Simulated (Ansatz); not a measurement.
Crystal: Au.

```
Au
1.0
     2.90000    0.00000    0.00000
    -1.45000    2.51147    0.00000
     0.00000    0.00000    4.88000
Au
2
Direct
  0.66667 0.33333 0.25000
  0.33333 0.66667 0.75000
```

This isn't the form of Au at room conditions, which is fcc.

| Property | Result |
| --- | --- |
| Program | Ansatz 0.2.0 |
| Task | relaxation of cell and atoms |
| Functional | PBE0 |
| Potentials or basis | Ansatz PAW |
| Cutoff | 420 eV (not typed: the program's choice for these potentials) |
| k mesh | 6 × 6 × 3 |
| Occupations | fermi-dirac, width 0.05 eV |
| Spin | no spin polarisation |

At the start: volume 17.77 Å³/atom.

Question: How do energy, volume and symmetry change on relaxing?

Answer: It ends after 5 steps and the volume is 17.96 Å³/atom (+1.1 %); space group P6_3/mmc (No. 194, to 0.05 Å).

Step by step:
| step | energy change (eV) | largest force (eV/Å) | volume (Å³) |
| --- | --- | --- | --- |
| 1 | 0.0000 | 0.0000 | 35.54 |
| 2 | -0.0367 | 0.0000 | 36.12 |
| 3 | -0.0374 | 0.0000 | 35.87 |
| 4 | -0.0374 | 0.0000 | 35.92 |
| 5 | -0.0377 | 0.0000 | 35.92 |

Final structure:
```xyz
2
Lattice="2.8534 0.0000 0.0000 -1.4267 2.4712 0.0000 0.0000 0.0000 5.0938" Properties=species:S:1:pos:R:3 pbc="T T T"
Au    1.4267    0.8237    1.2734
Au    0.0000    1.6474    3.8203
```

Caveat: the k mesh is coarse (spacing up to 0.43 Å⁻¹), so the values aren't converged, least of all with exact exchange; the plane-wave basis is chosen anew once the cell has moved, so the energies of steps on either side of that aren't comparable; the PAW data sets come from PBE, with cores solved anew for the run's functional, which leaves a small shift of forces and pressure.
